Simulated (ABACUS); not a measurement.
A run of ABACUS 3.10.1 is set up as follows.

The input INPUT:

```
INPUT_PARAMETERS
suffix              TiAl
calculation         scf
basis_type          pw
pseudo_dir          ./
symmetry            1
dft_functional      pbe
ecutwfc             84
pseudo_rcut         7
nspin               1
nbands              12
ks_solver           dav
smearing_method     fd
smearing_sigma      0.00367493
scf_thr             1e-08
scf_nmax            100
mixing_type         broyden
mixing_beta         0.7
cal_force           1
cal_stress          1
kpar                4
```

Contents of STRU:

```
ATOMIC_SPECIES
Ti 47.8670 Ti.upf
Al 26.9815 Al.upf

LATTICE_CONSTANT
1.8897261246

LATTICE_VECTORS
2.8672622327 0.0000000000 0.0000000000
-1.4336311163 2.4831219328 0.0000000000
0.0000000000 0.0000000000 4.6780830000

ATOMIC_POSITIONS
Direct

Ti
0.0
1
0.0000000000 0.0000000000 0.0000000000 1 1 1

Al
0.0
1
0.3333333333 0.6666666667 0.5000000000 1 1 1
```

Contents of KPT:

```
K_POINTS
0
Gamma
11 11 6 0 0 0
```

Potentials or basis: PseudoDojo NC SR 0.4.1 PBE standard, plane waves.

The run is started by

```console
$ OMP_NUM_THREADS=1 mpirun -np 4 abacus > log
```

(1) Predict the pressure.

(2) Estimate the band gap on the k mesh.

Answers

(1) 0.2 GPa.

(2) none (metal or under the smearing width).
